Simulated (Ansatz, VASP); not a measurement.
## Cross-check of CaBe (zigzag Be-Ca chain) between VASP and Ansatz

Wanted: the spread between two codes on one cell, functional and k mesh. The structure shown is the start of the Ansatz relaxation below; VASP solves that cell, so the two are compared at the walk's first step.

Calculated with Ansatz 0.2.0; plane waves, with VASP 6.6.1 beside it; single point at PBE.

In doubt: warnings of the run leave room for a lower electronic state, so energies may not be the lowest and differences between runs may mislead.

### Step 1. Set-up

The cell holds 2 atoms: 1 Be and 1 Ca. Its edges and angles: a = 9.000 Å, b = 7.500 Å, c = 4.659 Å, α = 90.0°, β = 90.0°, γ = 90.0°. Vacuum lies along a and b. The structure's axis is c.

### Step 2. Ansatz: relaxation, PBE

Ansatz runs on its default PAW (the set named soft_2) files.

The two programs are compared at the cell with which this relaxation starts, whose forces are those of its first step.

input.yaml

```yaml
crystal:
  lattice:
    - [9.0, 0.0, 0.0]
    - [0.0, 7.5, 0.0]
    - [0.0, 0.0, 4.659137858]
  atoms:
    - { symbol: Be, position: [0.431185902, 0.5, 0.0], spin: 0.5 }
    - { symbol: Ca, position: [0.568814098, 0.5, 0.5], spin: 0.5 }
magnetization:
  spin_polarized: true
kpoints:
  mp_grid: { grid: [1, 1, 18] }
scf:
  occupations: { method: fermi_dirac, width: 0.05 }
hamiltonian:
  xc: pbe
relax:
  cell: { fix: [a, b, alpha, beta, gamma] }
  max_steps: 60
```

Command:

```
$ ansatz run input.yaml --threads 4 --pin off --max-ram 8192MiB --backend cpu --events-out ev --progress --plain --runs-dir out
```

Numbers of over 12 decimals in the logs are rounded to 6 here.

Output:

```text
Engine: ansatz 0.2.0, x86_64-unknown-linux-gnu
Pseudopotentials: kind: paw
Pseudopotential: Be, paw, valence charge 2, recommended cutoff 420 eV (normal), Be.paw.azcp
Pseudopotential: Ca, paw, valence charge 10, recommended cutoff 420 eV (normal), Ca.paw.azcp
Functional definition: PBE
  parameter kappa = 0.804
  parameter beta = 0.066725
  exchange = pbe_x(kappa = kappa, mu = beta*pi^2/3)
  correlation = pbe_c(beta = beta)
Crystal: 2 atoms, lattice volume = 314.492 Å³
Basis set: ecut = 420 eV, 6133 PW (Γ), exchange–correlation on 128×108×64 points (8 copies of the dense FFT grid, shifted against one another)
Bands: 11, of which v1, the nominal top of the filled ones, is band 6 counted from 1 (5 counted from 0)
Symmetry: 4 space group operations
Space group: Pmm2 (ITA 25), of the structure as read, at distance tolerance 6.8e-5 Å
Magnetic group: BNS 25.57 (UNI 155), of the structure as read, at distance tolerance 6.8e-5 Å
k-points: 10 of 18
Non-local potential: Be, projectors of the file, l = 0: 2, l = 1: 2, l = 2: 1
Non-local potential: Ca, projectors of the file, l = 0: 3, l = 1: 2, l = 2: 2
PAW form: soft (Blöchl's): semilocal exchange-correlation on the pseudo side does not see the compensation charge
PAW one-centre angular grid: Be, 110 points (default); XC on 64 Gauss nodes
PAW one-centre angular grid: Ca, 110 points (default); XC on 64 Gauss nodes
Initial density: superposition of atomic densities (neutral atoms: chi_scale 0, normalization atom)
Starting moments: Σ|m| = 1 μB on 2 of 2 sites
Initial wavefunctions: pseudopotential atomic-orbital guess
Functional: x = pbe(κ = 0.804, μ = 0.219515), c = pbe(β = 0.066725)
SCF iter   1: F=—  HF=-1905.831366 eV  |F-HF|=—  |Δ(HF+E_count)|=         —  Δρ=1.09e-2 (↑1.09e-2 ↓1.05e-2)  dr2=3.36e0  dr2_m=8.58e-2  M=0.810 μB ∫|m|=0.815 μB  β_m=0.30  ethr=3.10e-3  ⟨swp⟩=9.6  Hψ=2009  notcnv=0
preconditioner: auto → LDOS  [metal: Δε(μ)=0.092 eV  Ē_g=3.276 eV  σ=0.050 eV  W_gap=0.43  n_scr=16 (ndim 8)  ℏωp=4.2 eV  f_vac=0.493  D(μ)=2.78/eV (n_scr^D=8)]
spin=Collinear: LDOS preconditioning applied to the charge; magnetization (m = ρ↑ − ρ↓) channel mixes plain (no charge-response kernel on spin).
SCF iter   2: F=—  HF=-1905.361391 eV  |F-HF|=—  |Δ(HF+E_count)|=   4.70e-1  Δρ=7.68e-3 (↑7.68e-3 ↓7.43e-3)  dr2=1.78e0  dr2_m=4.51e-2  M=0.820 μB ∫|m|=0.824 μB  β_m=0.30  ethr=3.10e-3  ⟨swp⟩=2.7  Hψ=488  notcnv=0
SCF iter   3: F=—  HF=-1904.937273 eV  |F-HF|=—  |Δ(HF+E_count)|=   4.24e-1  Δρ=5.87e-3 (↑5.87e-3 ↓4.07e-3)  dr2=2.23e-1  dr2_m=4.48e-2  M=0.333 μB ∫|m|=0.385 μB  β_m=0.30  ethr=3.10e-3  ⟨swp⟩=4.0  Hψ=576  notcnv=0
SCF iter   4: F=—  HF=-1905.037352 eV  |F-HF|=—  |Δ(HF+E_count)|=   1.00e-1  Δρ=3.78e-3 (↑2.85e-3 ↓3.78e-3)  dr2=3.11e-1  dr2_m=1.56e-2  M=0.496 μB ∫|m|=0.510 μB  β_m=0.30  ethr=1.86e-3  ⟨swp⟩=2.9  Hψ=474  notcnv=0
SCF iter   5: F=—  HF=-1904.983278 eV  |F-HF|=—  |Δ(HF+E_count)|=   5.41e-2  Δρ=2.28e-3 (↑2.17e-3 ↓2.28e-3)  dr2=2.43e-2  dr2_m=1.21e-2  M=0.357 μB ∫|m|=0.388 μB  β_m=0.30  ethr=1.86e-3  ⟨swp⟩=2.3  Hψ=386  notcnv=0
SCF iter   6: F=—  HF=-1904.988004 eV  |F-HF|=—  |Δ(HF+E_count)|=   4.73e-3  Δρ=1.94e-3 (↑1.94e-3 ↓1.63e-3)  dr2=8.89e-3  dr2_m=8.48e-3  M=0.267 μB ∫|m|=0.312 μB  β_m=0.30  ethr=2.03e-4  ⟨swp⟩=2.6  Hψ=361  notcnv=0
SCF iter   7: F=—  HF=-1904.994820 eV  |F-HF|=—  |Δ(HF+E_count)|=   6.82e-3  Δρ=1.64e-3 (↑1.64e-3 ↓1.27e-3)  dr2=8.85e-3  dr2_m=5.67e-3  M=0.204 μB ∫|m|=0.259 μB  β_m=0.30  ethr=7.41e-5  ⟨swp⟩=2.0  Hψ=340  notcnv=0
Mixer restart at iter 7: flushing history
spin-set hold released at iteration 7 (site moments contracting): the magnetisation degrees of freedom join the quasi-Newton model from the next iteration; the mixer history was flushed
SCF iter   8: F=—  HF=-1904.998693 eV  |F-HF|=—  |Δ(HF+E_count)|=   3.87e-3  Δρ=1.31e-3 (↑1.31e-3 ↓1.04e-3)  dr2=5.70e-3  dr2_m=3.69e-3  M=0.164 μB ∫|m|=0.220 μB  β_m=0.62  ethr=7.38e-5  ⟨swp⟩=1.0  Hψ=220  notcnv=0
SCF iter   9: F=—  HF=-1905.008671 eV  |F-HF|=—  |Δ(HF+E_count)|=   9.98e-3  Δρ=2.85e-4 (↑2.85e-4 ↓2.67e-4)  dr2=8.34e-4  dr2_m=1.60e-4  M=0.044 μB ∫|m|=0.098 μB  β_m=0.74  ethr=4.75e-5  ⟨swp⟩=2.2  Hψ=365  notcnv=0
[...]
the starting moments were not kept: the SCF closed with an absolute magnetisation of 3.8e-5 μB, where they sum to 1 μB in size (2 sites). That is at most 0.1 of that sum.
The SCF converged. Along the directions that its mixing steps explored, a Ritz value of the dielectric operator 1 − χ₀K read negative at each of the last 4 readings (its real part and the size of its imaginary part sum to between -0.046 and -0.045).
SCF 11 converged in 24 iterations: F = -1905.580141 eV  dr2 = 6.80e-13
relax step  11: F+E_penalty+E_count = -1905.58014088 eV  Δ(F+E_penalty+E_count) = -2.764e-3 eV  max|allowed force component| = 3.752e-3 eV/Å  Δτ_max = 0.0079 Å  P = +0.018 GPa  Ω = 232.798 Å³  energy of the carried Pulay correction = +9.968e-4 eV  fix = [a, b, alpha, beta, gamma]  reactions: a +0.370, b -0.294 GPa  (24 SCF iters, accepted)
Basis set: ecut = 420 eV, 4561 PW (Γ), exchange–correlation on 128×108×48 points (8 copies of the dense FFT grid, shifted against one another)
Initial wavefunctions: pseudopotential atomic-orbital guess (no wavefunctions were taken with the density)
[...]
eigensolver tolerance schedule: the retry pair's looser diagonalisation over-reported the residual by 4136.98 of it (diagonalisation noise at an unbounded share of the residual, at the tolerance the schedule requests for it); recorded, not acted on — ethr = c·dr2/N_el stays at c = 1.0e-1
preconditioner: auto → none  [insulator: Δε(μ)=0.240 eV  Ē_g=2.978 eV  σ=0.050 eV  W_gap=0.58  n_scr=14 (ndim 8)  ℏωp=4.9 eV  f_vac=0.466  D(μ)=3.28/eV (n_scr^D=10)  ε∞_Penn≈3.7]
[...]
SCF iter   3: F=—  HF=-1905.579830 eV  |F-HF|=—  |Δ(HF+E_count)|=   9.28e-7  Δρ=8.19e-6 (↑8.18e-6 ↓8.19e-6)  dr2=3.99e-7  dr2_m=1.99e-12  M=-0.000 μB ∫|m|=0.000 μB  β_m=0.48  ethr=3.90e-9  ⟨swp⟩=2.7  Hψ=324  notcnv=0
SCF iter   4: F=—  HF=-1905.579830 eV  |F-HF|=—  |Δ(HF+E_count)|=   1.75e-7  Δρ=3.79e-6 (↑3.79e-6 ↓3.78e-6)  dr2=4.13e-7  dr2_m=2.70e-12  M=-0.000 μB ∫|m|=0.000 μB  β_m=0.36  ethr=3.32e-9  ⟨swp⟩=2.1  Hψ=265  notcnv=0
SCF iter   5: F=—  HF=-1905.579830 eV  |F-HF|=—  |Δ(HF+E_count)|=   2.50e-8  Δρ=1.60e-6 (↑1.60e-6 ↓1.60e-6)  dr2=3.09e-8  dr2_m=3.35e-12  M=-0.000 μB ∫|m|=0.000 μB  β_m=0.43  ethr=3.32e-9  ⟨swp⟩=1.0  Hψ=220  notcnv=0
SCF iter   6: F=—  HF=-1905.579830 eV  |F-HF|=—  |Δ(HF+E_count)|=   1.08e-9  Δρ=7.78e-7 (↑7.76e-7 ↓7.78e-7)  dr2=3.56e-9  dr2_m=4.67e-12  M=-0.000 μB ∫|m|=0.000 μB  β_m=0.51  ethr=2.57e-10  ⟨swp⟩=1.0  Hψ=220  notcnv=0
SCF iter   7: F=—  HF=-1905.579830 eV  |F-HF|=—  |Δ(HF+E_count)|=  1.53e-10  Δρ=3.41e-7 (↑3.29e-7 ↓3.41e-7)  dr2=5.54e-10  dr2_m=7.77e-12  M=-0.000 μB ∫|m|=0.000 μB  β_m=0.66  ethr=2.97e-11  ⟨swp⟩=1.5  Hψ=231  notcnv=0
SCF iter   8: F=—  HF=-1905.579830 eV  |F-HF|=—  |Δ(HF+E_count)|=   2.93e-9  Δρ=1.14e-7 (↑1.02e-7 ↓1.14e-7)  dr2=3.13e-11  dr2_m=1.72e-11  M=-0.000 μB ∫|m|=0.000 μB  β_m=0.83  ethr=4.62e-12  ⟨swp⟩=2.1  Hψ=297  notcnv=0
SCF iter   9: F=—  HF=-1905.579830 eV  |F-HF|=—  |Δ(HF+E_count)|=  3.89e-10  Δρ=1.45e-7 (↑1.43e-7 ↓1.45e-7)  dr2=6.24e-12  dr2_m=4.34e-11  M=-0.000 μB ∫|m|=0.000 μB  β_m=0.83  ethr=1.00e-12  ⟨swp⟩=6.0  Hψ=853  notcnv=0
SCF iter  10: F=—  HF=-1905.579830 eV  |F-HF|=—  |Δ(HF+E_count)|=  3.52e-11  Δρ=1.47e-7 (↑1.47e-7 ↓1.47e-7)  dr2=7.23e-13  dr2_m=4.59e-11  M=-0.000 μB ∫|m|=0.000 μB  β_m=0.91  ethr=1.00e-12  ⟨swp⟩=4.8  Hψ=698  notcnv=0
SCF iter  11: F=—  HF=-1905.579830 eV  |F-HF|=—  |Δ(HF+E_count)|=  8.39e-11  Δρ=1.38e-7 (↑1.38e-7 ↓1.37e-7)  dr2=1.13e-12  dr2_m=4.02e-11  M=-0.000 μB ∫|m|=0.000 μB  β_m=0.96  ethr=1.00e-12  ⟨swp⟩=5.0  Hψ=709  notcnv=0
SCF iter  12: F=-1905.579830 eV  HF=-1905.579830 eV  |F-HF|=4.32e-12  |Δ(HF+E_count)|=  5.82e-10  Δρ=2.08e-8 (↑2.03e-8 ↓2.08e-8)  dr2=2.11e-12  dr2_m=7.25e-13  M=-0.000 μB ∫|m|=0.000 μB  ethr=1.00e-12  ⟨swp⟩=6.5  Hψ=877  notcnv=0
the starting moments were not kept: the SCF closed with an absolute magnetisation of 4.3e-5 μB, where they sum to 1 μB in size (2 sites). That is at most 0.1 of that sum.
SCF 12 converged in 12 iterations: F = -1905.579830 eV  dr2 = 2.11e-12
relax step  12: F+E_penalty+E_count = -1905.57982987 eV  Δ(F+E_penalty+E_count) = +3.110e-4 eV  max|allowed force component| = 3.740e-3 eV/Å  Δτ_max = 0.0000 Å  P = +0.017 GPa  Ω = 232.798 Å³  fix = [a, b, alpha, beta, gamma]  reactions: a +0.369, b -0.295 GPa  stress off target by 2.39e-2 GPa on what of the cell is left free  SCF on the basis re-selected at this cell (its energy is not comparable with the rows above)  (12 SCF iters)
basis re-selected at this cell: Δ(F+E_penalty+E_count) = +3.110e-4 eV, ΔP = -0.001 GPa vs the last step (what re-selecting the basis moved, of the pressure what is left beyond the Pulay correction that the steps carried, after the strain that the cell walked since its last selection, with what the two solves' SCF thresholds leave and, on support functions, any second-order correction that the steps lacked; it is no measure of the basis error at this ecutwfc). The dense FFT grid was sized anew with the basis: this SCF ran on 64×54×24 points, the steps before it on 64×54×32, so part of this shift can come from that change (see relax.cell in the input reference). [rest of the remark cut]
SCF converged after 12 iterations
Magnetization: -0.0000 μB (6.0000 up, 6.0000 down)
Absolute magnetization: 0.0000 μB (∫|ρ↑−ρ↓|, with the PAW one-centre terms)
Spin contamination: 0.0000 ħ² per cell (⟨S²⟩ above its minimum at these occupations)
Per-site moments (μB) at R_I (Å): [(-4.664559311435464e-7, 1.192569), (-4.148713792684149e-6, 1.192569)]
Free energy (F): -1905.579830 eV
Harris-Foulkes:  -1905.579830 eV  (|F-HF|=4.32e-12)
Internal energy: -1905.553189 eV  (E = F + TS)
E sigma→0 (E₀):  -1905.566510 eV
Entropy (-TS):   -0.026640 eV (-13.320 meV/atom)
Fermi energy:    -0.876485 eV
--- Per-component energies (eV) ---
  E_band       = -244.421021
  E_kinetic    = 288.412658
  E_local      = -1578.087107  (includes V_loc(G=0)·N_el)
  E_nonlocal   = 70.148177
  E_hartree    = 612.575871
  E_xc         = -150.978860
  E_vxc        = -183.990460  (∫ρ·V_xc dr)
  E_paw        = -917.885624  (= ΣΔE_a)
  E_vpaw       = -66.056008  (= ΣTr[D̂ρ^β])
  E_aug_tail   = -0.000007  (compensation charges beyond the density's cutoff)
  E_ewald      = -229.738298
  E_smearing   = -0.026640  (= −TS)
  E_closure    = 0.000000  (closes the sum)
  Σ components = -1905.579830   (vs F -1905.579830, Δ=0.00e0)
--- Forces (eV/Å), atoms counted from 1 ---
  atom   1  Be     0.00376406     0.00000000     0.00000000
  atom   2  Ca    -0.00371562     0.00000000     0.00000000
  max |Σ_I F_I| component: 4.84e-5 eV/Å
--- Stress (GPa, compression-positive) ---
        0.368688       0.000000       0.000000
        0.000000      -0.295107       0.000000
        0.000000       0.000000      -0.023944
  P = ⅓ Tr σ = 0.0165 GPa (0.165 kbar)
--- Relaxed structure (11 steps of the walk, 11 accepted, 1 SCFs on fresh bases) ---
  F+E_penalty+E_count = -1905.57982987 eV   max|allowed force component| = 3.740e-3 eV/Å   (the final SCF, on the basis selected at the relaxed cell)
  cell:  # Å, volume = 232.7977 Å³
    - [9.0, 0.0, 0.0]
    - [0.0, 7.5, 0.0]
    - [0.0, 0.0, 3.448855]
  atoms:
    - { symbol: Be, position: [0.371084, 0.5, 0.0] }
    - { symbol: Ca, position: [0.628916, 0.5, 0.5] }
```

Reading the cycles: dr2 is the Hartree energy of the density residual (eV), the measure of convergence; HF is the Harris–Foulkes estimate of the energy, which meets the free energy F at convergence.

(Part 1 of 2 ends here.)

[Lines on the potential files, build, host, timing and source positions are cut from VASP's logs without a mark.]

[Logs are printed without paths, hosts, clocks, repeated set-up lines and the standing remarks that a program may print on its own settings, such as how far it seeks lower states.]

[Hosts, paths, dates, database ids (printed as entryN), source tags and the programs' standing remarks are cut or masked in the printed files.]
